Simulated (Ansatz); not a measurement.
# Cu: the cost of one run

Program: Ansatz 0.2.0. Level of theory: DFT r2SCAN, scalar-relativistic, plane waves, PAW. These are calculated values, not measurements.

4 further runs of the same task are left out: 1 that didn't finish, 3 set aside as unsound or not needed. Runs told in other sessions of the task aren't counted.

## (1) The starting structure

Symmetry: I4/mmm, No. 139, tetragonal system. The conventional cell has a = 2.895 Å, b = 2.895 Å, c = 2.739 Å, α = 90.00°, β = 90.00°, γ = 90.00°. Cu (site symmetry 4/mmm) is surrounded by 10 Cu at 2.46 to 2.74 Å.

Coordinates:

```cif
data_structure
_symmetry_space_group_name_H-M 'P 1'
_symmetry_Int_Tables_number 1
_cell_length_a 2.4631
_cell_length_b 2.4631
_cell_length_c 4.0947
_cell_angle_alpha 90.000
_cell_angle_beta 90.000
_cell_angle_gamma 112.449
_cell_volume 22.96
loop_
_atom_site_label
_atom_site_type_symbol
_atom_site_fract_x
_atom_site_fract_y
_atom_site_fract_z
_atom_site_occupancy
Cu1 Cu 0.00000 0.00000 0.00000 1
Cu2 Cu 0.50000 0.50000 0.50000 1
```

It goes back to an entry of the Materials Project, which need not be the stable form.

It is built from the cell relaxed beforehand with the same method (11.48 Å³/atom).

## (2) Zero of the scan

File input.yaml:

```yaml
crystal:
  lattice:
    - [-1.4476911073, 1.4476911073, 1.3693140256]
    - [1.4476911073, -1.4476911073, 1.3693140256]
    - [2.8953822146, 2.8953822146, 0.0]
  atoms:
    - { symbol: Cu, position: [0.0, 0.0, 0.0] }
    - { symbol: Cu, position: [0.5, 0.5, 0.5] }
basis:
  ecutwfc: 500
kpoints:
  mp_grid: { grid: [26, 26, 14] }
hamiltonian:
  xc: r2scan
scf:
  occupations: { method: gaussian, width: 0.15 }
output:
  forces: true
  stress: true
  eigenvalues: true
  write_density: true
  write_potential: true
  elf: true
  volumetric_format: npy
```

Run with:

```console
$ ansatz run input.yaml --threads 2 --pin off --max-ram 5120MiB --backend cpu --events-out ev --progress --plain --runs-dir out
```

Q: Estimate wall time and peak memory on 2 threads of Intel Xeon at 2.50GHz (Skylake/Cascade Lake), shared host.

About 96 s, with a peak of 0.99 GiB.
